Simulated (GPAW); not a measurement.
Runs of GPAW 26.7.0 on TiSi. Symmetry: Cmmm, No. 65, orthorhombic system. The conventional cell has a = 3.632 Å, b = 4.235 Å, c = 3.804 Å, α = 90.00°, β = 90.00°, γ = 90.00°. Ti (site symmetry mmm) has 8 Si at 2.63 to 2.85 Å and 4 Ti at 2.79 Å as nearest neighbours. Si (site symmetry mmm) is surrounded by 8 Ti at 2.63 to 2.85 Å and 4 Si at 2.79 Å. The cell comes from a database or a generator and needn't be the stable form of this composition.

```tsv
level	gap on the mesh (eV)	pressure (GPa)	relaxed volume (Å³/atom)
PBEsol+D3	none	-0.1	(a)
PBEsol+D3(BJ)+ATM	none	-0.1	13.63
PBEsol	none	0.0	(b)
PBEsol+D3(BJ)	none	0.0	13.51
PBEsol+D4	none	0.0	13.90
```

Alike in all rows: task relaxation of cell and atoms; potentials or basis PAW data sets generated in the run's folder for this functional, pw; no spin polarisation; cell relaxed; k mesh 8 × 8 × 6; cutoff (eV) 600; smearing fermi-dirac 0.05 eV.

Q: Estimate the missing entries.

A: (a) 13.66; (b) 14.11.

Caveats: later steps reuse the first step's grids; pairwise dispersion overbinds metals, which lowers pressure and volume (some runs).

A gap of «none» marks a metal or a gap under the smearing width.
